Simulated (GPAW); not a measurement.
# P K-edge XANES of BP (F-43m), part 2 of 2

Aim: the dependence of the P K near-edge features of BP (F-43m) on volume.

GPAW 26.7.0; X-ray absorption from dipole matrix elements to empty bands, plane-wave PAW LDA.

So far. Step 10 (Spectrum with FCH, P atom 1): Against the first run the r.m.s. difference is 11 %. The highest intensity below 16 eV goes from 3.6 eV (1.99) to 3.4 eV (2.03).

### 12. Spectrum with FCH, P atom 1

Changed against the first core-hole run: volume scale from 1 to 1.06.

File xas.py:

```python
import numpy as np
from ase import Atoms
from ase.parallel import parprint, paropen
from gpaw import GPAW, PW, FermiDirac, Mixer, MixerDif, setup_paths
from gpaw.test import gen
setup_paths.insert(0, '.')
gen('P', name='fch1s', xcname='LDA', corehole=(1, 0, 1), write_xml=True)
from gpaw.mpi import world
world.barrier()

atoms = Atoms('P6B6',
    cell=[[2.31350149, 4.62700299, 2.31350149],
     [4.62700299, -2.31350149, -2.31350149],
     [2.31350149, 2.31350149, -4.62700299]],
    scaled_positions=[[0.125, 0.375, 0.625],
     [0.625, 0.54166667, 0.79166667],
     [0.125, 0.70833333, 0.95833333],
     [0.625, 0.875, 0.125],
     [0.125, 0.04166667, 0.29166667],
     [0.625, 0.20833333, 0.45833333],
     [0, 0, 0],
     [0.5, 0.16666667, 0.16666667],
     [0, 0.33333333, 0.33333333],
     [0.5, 0.5, 0.5],
     [0, 0.66666667, 0.66666667],
     [0.5, 0.83333333, 0.83333333]],
    pbc=True)
atoms.calc = calc = GPAW(legacy_gpaw=True, mode=PW(430, force_complex_dtype=True), xc='LDA', setups={0: 'fch1s'},
    kpts={'size': (3, 4, 4), 'gamma': True}, occupations=FermiDirac(0.02),
    charge=0, mixer=Mixer(0.1, 5, 50), maxiter=150,
    convergence={'density': 0.0001, 'eigenstates': 1e-6}, txt='scf.txt')
energy = atoms.get_potential_energy() + calc.get_reference_energy()
ef = calc.get_fermi_level()
out = dict(energy=energy, fermi=ef, forces=atoms.get_forces().tolist())
parprint(f'all-electron energy {energy:.4f} eV, Fermi level {ef:.4f} eV')
ev = np.array([[calc.get_eigenvalues(k, s) for k in range(len(calc.get_ibz_k_points()))] for s in range(calc.get_number_of_spins())])
out['homo'], out['lumo'], out['counts'] = ev[ev < ef].max(), ev[ev > ef].min(), sorted(set((ev < ef).sum((0, 2)).tolist()))
out['filled'] = (ev[:, 0] < ef).sum(1).tolist()

from ase.units import Ha
from gpaw.xas import dipole_matrix_elements
nb = int(calc.get_number_of_electrons() / 2) + 91
top, nb = nb, nb + 8 + nb // 12
nscf = calc.fixed_density(kpts={'size': (5, 5, 5), 'gamma': True}, nbands=nb,
    convergence={'bands': top, 'eigenstates': 5e-3}, maxiter=60, txt='nscf.txt')
cell = atoms.cell.array
ops = [cell.T @ U.T @ np.linalg.inv(cell.T) for U in nscf.wfs.kd.symmetry.op_scc]
filled = [24]  # bands filled in the ground state, by spin
E = np.arange(-6, 34, 0.1)
fwhm = np.interp(E, [4, 25], [0.9, 3.5])
Y, X, zero, highest = 0, 0, 1e9, 1e9
for spin in range(nscf.get_number_of_spins()):
    wfs = nscf.wfs
    mine = wfs.bd.get_slice()  # this rank's bands
    A = dipole_matrix_elements(wfs.setups[0])
    eps = np.zeros((wfs.kd.nibzkpts, nb))
    d = np.zeros((3, A.shape[1], wfs.kd.nibzkpts, nb), complex)
    for kpt in wfs.kpt_u:
        if kpt.s == spin and 0 in kpt.P_ani:
            eps[kpt.k, mine] = kpt.eps_n * Ha
            d[:, :, kpt.k, mine] = (kpt.weight * wfs.nspins / 2) ** 0.5 * np.inner(A, kpt.P_ani[0])
    world.sum(eps)
    world.sum(d)
    T = np.einsum('amkn,bmkn->abkn', d, d.conj()).real
    T = sum(np.einsum('ai,ijkn,bj->abkn', R, T, R) for R in ops) / len(ops)
    empty = np.ones_like(eps, bool) & (np.arange(nb) >= filled[spin])
    zero, highest = min(zero, eps[empty].min()), min(highest, eps[:, top - 1].min())
    lines = [(eps, T, empty)] if spin == 0 else lines + [(eps, T, empty)]
for eps, T, empty in lines:
    f = np.einsum('aakn->akn', T).reshape(3, -1)
    x = eps.ravel() - zero
    w = np.interp(x, E, fwhm) / 2.35482
    g = np.exp(-0.5 * ((E[:, None] - x) / w) ** 2) / (w * (2 * np.pi) ** 0.5)
    Y = Y + (f * empty.ravel()) @ g.T
    X = X + (f * ~empty.ravel()) @ g.T
out.update(E=E.round(2).tolist(), xas=Y.tolist(), xes=X.tolist(), zero=zero, valid=highest - zero, nk=len(eps), nb=nb)
for i in range(0, len(E), 10):
    parprint(f'{E[i]:7.2f}', *(f'{v:10.3e}' for v in Y[:, i]))
import json
with paropen('out.json', 'w') as f:
    json.dump(out, f)
```

Started as:

```sh
$ OMP_NUM_THREADS=1 mpirun -n 4 gpaw python xas.py
```

Elapsed: 80 s, on 4 MPI ranks of Arm Neoverse V1, shared host; peak memory 0.35 GiB.

```csv
E (eV),first run,this run
-2.0,0.00,0.00
-1.0,0.00,0.00
0.0,0.08,0.09
1.0,0.61,0.75
2.0,1.35,1.55
3.0,1.75,1.98
4.0,1.80,1.74
5.0,1.13,1.15
6.0,1.04,1.07
7.0,1.03,1.03
8.0,0.92,0.87
9.0,0.76,0.67
10.0,0.61,0.57
11.0,0.56,0.64
12.0,0.65,0.80
13.0,0.78,1.05
14.0,1.10,1.54
15.0,1.68,1.67
16.0,1.71,1.05
17.0,1.04,0.57
18.0,0.58,0.47
19.0,0.48,0.46
20.0,0.47,0.45
21.0,0.46,0.45
22.0,0.46,0.46
23.0,0.46,0.48
24.0,0.47,0.49
25.0,0.48,0.51
26.0,0.49,0.52
```

The scaled spectrum changes by 21 % r.m.s. The highest intensity below 16 eV goes from 3.6 eV (1.99) to 3.3 eV (2.07).

The photon energy of the zero moves by +0.06 eV.

### 13. The volumes side by side

```csv
volume,nearest distance (Å),shift of the zero (eV),maximum 1 (eV above own zero),maximum 2 (eV above own zero)
0.94,1.925,-0.07,3.8,16.5
0.97,1.945,-0.04,3.7,16.0
1,1.965,+0.00,3.6,15.5
1.03,1.984,+0.03,3.4,15.1
1.06,2.004,+0.06,3.3,14.7
```

The curves, each shifted by its zero's change so that they share one photon-energy axis, counted from the zero at V × 1:

```csv
E (eV),V × 0.94,V × 0.97,V × 1,V × 1.03,V × 1.06
-2.0,0.00,0.00,0.00,0.00,0.00
-1.0,0.00,0.00,0.00,0.00,0.00
0.0,0.08,0.08,0.08,0.08,0.08
1.0,0.55,0.58,0.61,0.65,0.70
2.0,1.22,1.28,1.35,1.43,1.51
3.0,1.56,1.65,1.75,1.85,1.95
4.0,1.86,1.83,1.80,1.79,1.78
5.0,1.12,1.12,1.13,1.14,1.16
6.0,0.98,1.01,1.04,1.06,1.08
7.0,0.98,1.01,1.03,1.03,1.04
8.0,0.93,0.93,0.92,0.91,0.88
9.0,0.83,0.80,0.76,0.72,0.68
10.0,0.67,0.64,0.61,0.59,0.58
11.0,0.57,0.56,0.56,0.59,0.63
12.0,0.55,0.59,0.65,0.72,0.79
13.0,0.63,0.70,0.78,0.89,1.02
14.0,0.76,0.91,1.10,1.31,1.50
15.0,1.20,1.46,1.68,1.76,1.69
16.0,1.81,1.86,1.71,1.42,1.09
17.0,1.74,1.40,1.04,0.76,0.58
18.0,1.06,0.75,0.58,0.50,0.47
19.0,0.61,0.51,0.48,0.47,0.46
20.0,0.50,0.48,0.47,0.46,0.45
21.0,0.48,0.47,0.46,0.46,0.45
22.0,0.48,0.47,0.46,0.46,0.46
23.0,0.48,0.47,0.46,0.47,0.48
24.0,0.47,0.46,0.47,0.48,0.49
25.0,0.47,0.47,0.48,0.49,0.51
```

### 14. Outcome

```
absorber and edge                               : P K, atom 1 of the ground-state input (counted from 1)
surroundings                                    : 4 B at 1.97 Å (tetrahedral, site symmetry -43m)
highest intensity below 16 eV                   : 3.6 eV above the zero, height 1.99
photon energy of the zero, with the added terms : 2132.2 eV (raw 2148.1 eV; LDA puts this hole about 8 eV below PBE, itself good to a few eV)
```

**Reading.** From V × 0.94 to V × 1.06 the nearest distance grows by 0.079 Å and the zero moves by +0.14 eV. Above their own zero, the maxima move from 3.8 to 3.3 eV and from 16.5 to 14.7 eV. The one highest in energy moves most, in the direction that the rule ΔE·R² ≈ constant for scattering resonances gives. The P K edge of atom 1, with 4 B at 1.97 Å (tetrahedral, site symmetry -43m), has its highest intensity of the first 16 eV at 3.6 eV above the zero, near 2136 eV in photon energy (LDA puts this hole about 8 eV below PBE, itself good to a few eV), 2.0 times the mean level of the first 20 eV (Gaussian full width 0.9 eV up to 4 eV, rising linearly to 3.5 eV at 25 eV). The holes are only 5.6 Å apart, so the shape is probably not converged with cell size; no larger cell was run here. The mesh is coarse (0.27 Å⁻¹ between points), so small maxima may be mesh ripples. The structure is a published determination, not relaxed.

[Logs are printed without paths, hosts, clocks, repeated set-up lines and the standing remarks that a program may print on its own settings, such as how far it seeks lower states.]

[Hosts, paths, dates, database ids (printed as entryN), source tags and the programs' standing remarks are cut or masked in the printed files.]

[Lists of maxima count a maximum above −3 eV only where it reaches 4 % of the highest in the window and stands out from its surroundings by 2 % of it (1.5 % where it reaches 55 %); shoulders and weaker maxima are passed over, and of the rest the first, up to two pre-edge ones and the few strongest are named.]
